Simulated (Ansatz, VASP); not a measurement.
## One calculation of SnO, two programs

```
Sn O
1.0
     2.50000   -2.86000    0.00000
     2.50000    2.86000    0.00000
     0.00000    0.00000   11.12000
Sn O
4 4
Direct
  0.00000 0.00000 0.00000
  0.00000 0.00000 0.50000
  0.55900 0.44100 0.25400
  0.44100 0.55900 0.75400
  0.93000 0.43000 0.38000
  0.07000 0.57000 0.88000
  0.57000 0.07000 0.38000
  0.43000 0.93000 0.88000
```

Alike in both runs: task single point; functional PBE; dispersion D3(BJ); k mesh 6 × 6 × 2; occupations gaussian, width 0.1 eV; no spin polarisation.

```csv
,VASP,Ansatz
version,VASP 6.6.1,Ansatz 0.2.0
potentials or method,"VASP PAW PBE potentials, release 64 (Sn_d, O)","scalar-relativistic, plane waves, PAW"
plane-wave cutoff (eV),520,420
valence electrons in the cell,80,80
```

Ansatz gave:

```
gap on the k mesh at the Fermi level (eV)       : none
pressure (GPa)                                  : 8.5
largest component of the traceless stress (GPa) : 20.44
rms of the force components (eV/Å)              : 3.696
```

Estimate VASP's values.

gap on the k mesh at the Fermi level (eV): none; pressure (GPa): 8.7; largest component of the traceless stress (GPa): 20.34; rms of the force components (eV/Å): 3.719.

Atom by atom the forces differ by 0.044 eV/Å (rms over components). A gap of «none» marks a metal or a gap that the smearing closes.

Caveats: pairwise dispersion overbinds metals, which lowers pressure and volume; forces of over 1 eV/Å show positions far from the minimum, so gaps and moduli don't describe the material at rest.
